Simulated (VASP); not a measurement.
# ZrH3 (Pm-3m) in VASP: a series of runs

Runs on ZrH3. Level: r2SCAN. Tasks: single point.

Program: VASP 6.6.1. These are calculated values, not measurements. Logs are shortened: lines on timing, memory, paths and dates and some standing lists are left out, and cuts for length are marked.

### Step 1. The structure

Symmetry: Pm-3m, No. 221, cubic system. Conventional cell: a = 3.152 Å, b = 3.152 Å, c = 3.152 Å, α = 90.00°, β = 90.00°, γ = 90.00°. Around Zr (site symmetry m-3m) lie 12 H at 2.23 Å. H (site symmetry 4/mmm) is surrounded by 4 Zr at 2.23 Å and 8 H at 2.23 Å.

The cell comes from a database or a generator and needn't be the stable form of this composition.

### Step 2. Single point, r2SCAN

File POSCAR:

```
ZrH3
1.0
    3.1518358824      0.0000000000      0.0000000000
    0.0000000000      3.1518358824      0.0000000000
    0.0000000000      0.0000000000      3.1518358824
Zr H
1 3
Direct
    0.0000000000      0.0000000000      0.0000000000
    0.0000000000      0.5000000000      0.5000000000
    0.5000000000      0.0000000000      0.5000000000
    0.5000000000      0.5000000000      0.0000000000
```

File INCAR.step1:

```
PREC = Accurate
ENCUT = 520
ISMEAR = 1
SIGMA = 0.1
LREAL = False
LASPH = True
NELM = 100
NBANDS = 16
GGA = PE
ALGO = Normal
EDIFF = 1E-4
LWAVE = True
LCHARG = False
```

File INCAR.step2:

```
PREC = Accurate
ENCUT = 520
EDIFF = 1E-6
ISMEAR = 1
SIGMA = 0.1
LREAL = False
LASPH = True
NELM = 100
ALGO = Normal
ISIF = 2
LWAVE = False
LCHARG = False
METAGGA = R2SCAN
LMIXTAU = True
NBANDS = 16
ISTART = 1
```

File KPOINTS:

```
Automatic mesh
0
Gamma
  7 7 7
```

Potentials or basis: VASP PAW PBE potentials, release 64 (Zr_sv, H).

Command:

```console
$ cat potpaw_PBE.64/Zr_sv/POTCAR potpaw_PBE.64/H/POTCAR > POTCAR
$ cp INCAR.step1 INCAR
$ mpirun -np 1 vasp_std > vasp.out
$ cp INCAR.step2 INCAR
$ mpirun -np 1 vasp_std > vasp.out
```

OUTCAR:

```text
PREC = Accurate
   ENCUT = 520
   EDIFF = 1E-6
   ISMEAR = 1
   LREAL = False
   LASPH = True
   NELM = 100
   ISIF = 2
   METAGGA = R2SCAN
   ISTART = 1

 ion  position               nearest neighbor table
   1  0.000  0.000  0.000-   2 2.23   3 2.23   4 2.23   2 2.23   3 2.23   2 2.23   4 2.23   2 2.23
                             3 2.23   4 2.23   3 2.23   4 2.23
   2  0.000  0.500  0.500-   1 2.23   1 2.23   1 2.23   1 2.23
   3  0.500  0.000  0.500-   1 2.23   1 2.23   1 2.23   1 2.23
   4  0.500  0.500  0.000-   1 2.23   1 2.23   1 2.23   1 2.23

  LATTYP: Found a simple cubic cell.
 ALAT       =     3.1518358824

  Lattice vectors:

 A1 = (   3.1518358824,   0.0000000000,   0.0000000000)
 A2 = (   0.0000000000,   3.1518358824,   0.0000000000)
 A3 = (   0.0000000000,   0.0000000000,   3.1518358824)

Analysis of symmetry for initial positions (statically):
=====================================================================
 Subroutine PRICEL returns:
 Original cell was already a primitive cell.

 Routine SETGRP: Setting up the symmetry group for a
 simple cubic supercell.

 Subroutine GETGRP returns: Found 48 space group operations
 (whereof 48 operations were pure point group operations)
 out of a pool of 48 trial point group operations.

The static configuration has the point symmetry O_h .

Analysis of symmetry for dynamics (positions and initial velocities):
=====================================================================
 Subroutine PRICEL returns:
 Original cell was already a primitive cell.

 Routine SETGRP: Setting up the symmetry group for a
 simple cubic supercell.

 Subroutine GETGRP returns: Found 48 space group operations
 (whereof 48 operations were pure point group operations)
 out of a pool of 48 trial point group operations.

The dynamic configuration has the point symmetry O_h .

 Subroutine INISYM returns: Found 48 space group operations
 (whereof 48 operations are pure point group operations),
 and found     1 'primitive' translations

----------------------------------------------------------------------------------------

                                     Primitive cell

  volume of cell :      31.3106

  direct lattice vectors                    reciprocal lattice vectors
     3.151835882  0.000000000  0.000000000     0.317275403  0.000000000  0.000000000
     0.000000000  3.151835882  0.000000000     0.000000000  0.317275403  0.000000000
     0.000000000  0.000000000  3.151835882     0.000000000  0.000000000  0.317275403

  length of vectors
     3.151835882  3.151835882  3.151835882     0.317275403  0.317275403  0.317275403

  position of ions in fractional coordinates (direct lattice)
     0.000000000  0.000000000  0.000000000
     0.000000000  0.500000000  0.500000000
     0.500000000  0.000000000  0.500000000
     0.500000000  0.500000000  0.000000000

  ion indices of the primitive-cell ions
   primitive index   ion index
                 1           1
                 2           2
                 3           3
                 4           4

----------------------------------------------------------------------------------------

 KPOINTS: Automatic mesh

Automatic generation of k-mesh.
 Grid dimensions read from file:
 generate k-points for:    7    7    7

 Generating k-lattice:

  Cartesian coordinates                     Fractional coordinates (reciprocal lattice)
     0.045325058  0.000000000  0.000000000     0.142857143  0.000000000  0.000000000
     0.000000000  0.045325058  0.000000000     0.000000000  0.142857143  0.000000000
     0.000000000  0.000000000  0.045325058     0.000000000  0.000000000  0.142857143

  Length of vectors
     0.045325058  0.045325058  0.045325058

  Shift w.r.t. Gamma in fractional coordinates (k-lattice)
     0.000000000  0.000000000  0.000000000

 Subroutine IBZKPT returns following result:
 ===========================================

 Found     20 irreducible k-points:

 Following reciprocal coordinates:
            Coordinates               Weight
  0.000000  0.000000  0.000000      1.000000
  0.142857  0.000000  0.000000      6.000000
  0.285714  0.000000  0.000000      6.000000
  0.428571  0.000000  0.000000      6.000000
  0.142857  0.142857  0.000000     12.000000
  0.285714  0.142857  0.000000     24.000000
[... 12 lines left out ...]
  0.428571  0.428571  0.285714     24.000000
  0.428571  0.428571  0.428571      8.000000
   k-points           NKPTS =     20   k-points in BZ     NKDIM =     20   number of bands    NBANDS=     16
   number of dos      NEDOS =    301   number of ions     NIONS =      4
   total plane-waves  NPLWV =  13824
   dimension x,y,z NGX =    24 NGY =   24 NGZ =   24
   dimension x,y,z NGXF=    48 NGYF=   48 NGZF=   48
   ions per type =               1   3
   NGX,Y,Z   is equivalent  to a cutoff of  12.66, 12.66, 12.66 a.u.
   NGXF,Y,Z  is equivalent  to a cutoff of  25.32, 25.32, 25.32 a.u.
 SYSTEM =  unknown system
   PREC   = accura    normal or accurate (medium, high low for compatibility)
   ISTART =      1    job   : 0-new  1-cont  2-samecut
   ICHARG =      0    charge: 1-file 2-atom 10-const
   ISPIN  =      1    spin polarized calculation?
   LNONCOLLINEAR =      F non collinear calculations
   LSORBIT =      F    spin-orbit coupling
   LASPH  =      T    aspherical Exc in radial PAW
   ENCUT  =  520.0 eV  38.22 Ry    6.18 a.u.   5.86  5.86  5.86*2*pi/ulx,y,z
   NELM   =    100;   NELMIN=  2; NELMDL=  0     # of ELM steps
   EDIFF  = 0.1E-05   stopping-criterion for ELM
   LREAL  =      F    real-space projection
   EDIFFG = 0.1E-04   stopping-criterion for IOM
   NSW    =      0    number of steps for IOM
   IBRION =     -1    ionic relax: 0-MD 1-quasi-New 2-CG
   NFREE  =      0    steps in history (QN), initial steepest desc. (CG)
   ISIF   =      2    stress and relaxation
   ISYM   =      2    0-nonsym 1-usesym 2-fastsym
   POTIM  = 0.5000    time-step for ionic-motion
   TEBEG  =    0.0;   TEEND  =   0.0 temperature during run
   PSTRESS=    0.0 pullay stress
   NELECT =      15.0000    total number of electrons
   NUPDOWN=      -1.0000    fix difference up-down
   EMIN   =  10.00;   EMAX   =-10.00  energy-range for DOS
   EFERMI =   0.00;   METHOD = LEGACY
   ISMEAR =     1;   SIGMA  =   0.10  broadening in eV -4-tet -1-fermi 0-gaus
   EFERMI_NEDOS =   21; number of points for ismear=-14 and -15
   IALGO  =     38    algorithm
   IMIX   =      4    mixing-type and parameters
     AMIX     =   0.40;   BMIX     =  1.00
     AMIX_MAG =   1.60;   BMIX_MAG =  1.00
  volume/ion in A,a.u.               =       7.83        52.82
  Fermi-wavevector in a.u.,A,eV,Ry     =   1.280978  2.420697 22.325861  1.640905
  Thomas-Fermi vector in A             =   2.413375
   LORBIT       =      0    0 simple, 1 ext, 2 COOP (PROOUT), +10 PAW based schemes
   METAGGA = R2SCAN    functional components
   LHFCALC =     F    Hartree Fock is set to
   AEXX    =    0.0000 exact exchange contribution
   IVDW    =     0    specifies the selected vdW correction
   LEPSILON=     F    determine dielectric tensor
   LRPA    =     F    only Hartree local field effects (RPA)
 non-spin polarized calculation
 Methfessel and Paxton  Order N= 1 SIGMA  =   0.10
  energy-cutoff  :      520.00
  volume of cell :       31.31
 maximum number of plane-waves:       861
 NGX is ok and might be reduce to    24
   NGX = 11   NGY = 11   NGZ = 11

 number of electron      15.0000001 magnetization

 Free energy of the ion-electron system (eV)
  ---------------------------------------------------
  ext. energy  EPLUGINS =         0.00000000
  ---------------------------------------------------
  free energy    TOTEN  =       -34.43678413 eV

  energy without entropy =      -34.43618287  energy(sigma->0) =      -34.43658371

 E-fermi :   7.6951     XC(G=0): -11.7331

 val. band max:        7.5106563893   @ k =   0.2857   0.2857   0.0000
 cond. band min:       7.7430786711   @ k =   0.2857   0.2857   0.1429
 fundamental gap:      0.2324222818
 Fermi energy:         7.6950720667

 k-point     1 :       0.0000    0.0000    0.0000
  band No.  band energies     occupation
      1     -43.5264      2.00000
      2     -20.5441      2.00000
      3     -20.5441      2.00000
      4     -20.5441      2.00000
      5      -2.9137      2.00000
      6       3.1874      2.00000
[... 8 lines left out ...]
     15      16.2848      0.00000
     16      21.4280      0.00000

 k-point     2 :       0.1429    0.0000    0.0000
  band No.  band energies     occupation
      1     -43.5140      2.00000
      2     -20.6864      2.00000
      3     -20.5327      2.00000
      4     -20.5327      2.00000
      5      -2.5254      2.00000
      6       3.2060      2.00000
[... 8 lines left out ...]
     15      17.2704      0.00000
     16      23.1804      0.00000

 k-point     3 :       0.2857    0.0000    0.0000
  band No.  band energies     occupation
      1     -43.4859      2.00000
      2     -20.9943      2.00000
      3     -20.5069      2.00000
      4     -20.5069      2.00000
      5      -1.4769      2.00000
      6       2.8154      2.00000
[... 8 lines left out ...]
     15      19.0400      0.00000
     16      24.9323      0.00000

 k-point     4 :       0.4286    0.0000    0.0000
  band No.  band energies     occupation
      1     -43.4632      2.00000
      2     -21.2306      2.00000
      3     -20.4862      2.00000
      4     -20.4862      2.00000
      5      -0.0143      2.00000
      6       1.5970      2.00000
[... 8 lines left out ...]
     15      20.5123      0.00000
     16      21.0594      0.00000
[... 248 lines left out ...]
 k-point    18 :       0.4286    0.2857    0.2857
  band No.  band energies     occupation
      1     -43.3869      2.00000
      2     -21.0909      2.00000
      3     -20.8575      2.00000
      4     -20.8295      2.00000
      5       0.9586      2.00000
      6       2.5155      2.00000
[... 8 lines left out ...]
     15      19.2675      0.00000
     16      19.8190      0.00000

 k-point    19 :       0.4286    0.4286    0.2857
  band No.  band energies     occupation
      1     -43.3658      2.00000
      2     -21.0553      2.00000
      3     -21.0492      2.00000
      4     -20.8119      2.00000
      5       1.1380      2.00000
      6       2.2993      2.00000
[... 8 lines left out ...]
     15      18.1116      0.00000
     16      18.5050      0.00000

 k-point    20 :       0.4286    0.4286    0.4286
  band No.  band energies     occupation
      1     -43.3451      2.00000
      2     -21.0202      2.00000
      3     -21.0121      2.00000
      4     -21.0121      2.00000
      5       1.4343      2.00000
      6       1.7690      2.00000
[... 8 lines left out ...]
     15      16.5656      0.00000
     16      17.0873      0.00000

------------------------ aborting loop because EDIFF is reached ----------------------------------------

  FORCE on cell =-STRESS in cart. coord.  units (eV):
  Direction    XX          YY          ZZ          XY          YZ          ZX
  --------------------------------------------------------------------------------------
  -------------------------------------------------------------------------------------
  Total       -0.9220549     -0.9220549     -0.9220549     -0.0000000      0.0000000      0.0000000
  in kB      -47.1820242    -47.1820242    -47.1820242     -0.0000000      0.0000000      0.0000000
  external PRESSURE =     -47.1820242 kB  Pullay stress =       0.0000000 kB

 VOLUME and BASIS-vectors are now :
 -----------------------------------------------------------------------------
  energy-cutoff  :      520.00
  volume of cell :       31.31
      direct lattice vectors                 reciprocal lattice vectors
     3.151835882  0.000000000  0.000000000     0.317275403  0.000000000  0.000000000
     0.000000000  3.151835882  0.000000000     0.000000000  0.317275403  0.000000000
     0.000000000  0.000000000  3.151835882     0.000000000  0.000000000  0.317275403

 POSITION                                       TOTAL-FORCE (eV/Angst)
 -----------------------------------------------------------------------------------
      0.00000      0.00000      0.00000         0.000000      0.000000      0.000000
      0.00000      1.57592      1.57592         0.000000      0.000000      0.000000
      1.57592      0.00000      1.57592         0.000000      0.000000      0.000000
      1.57592      1.57592      0.00000         0.000000      0.000000      0.000000
 -----------------------------------------------------------------------------------
    total drift:                                0.000000      0.000000      0.000000

  FREE ENERGIE OF THE ION-ELECTRON SYSTEM (eV)
  ---------------------------------------------------
  free  energy   TOTEN  =       -34.4367841277 eV

  energy  without entropy=      -34.4361828728  energy(sigma->0) =      -34.43658371
```

Wall time 49 s (1 thread of Intel Xeon Platinum 8375C at 2.90GHz (Ice Lake), shared host); peak memory 0.14 GiB.

Results:

- Free energy: -34.4368 eV
- Pressure: -4.7 GPa
- Band gap on the k mesh: none (metal or under the smearing width)

Levels at points of the mesh, in eV from the Fermi level:
| k point | band 5 | band 6 | band 7 | band 8 | band 9 | band 10 |
| --- | --- | --- | --- | --- | --- | --- |
| (0.00, 0.00, 0.00) | -10.61 | -4.51 | -4.51 | 3.85 | 3.85 | 3.85 |

Caveat: the PAW data sets were made with another functional, which shifts forces and pressure a little.

[end of part 1 of 3]
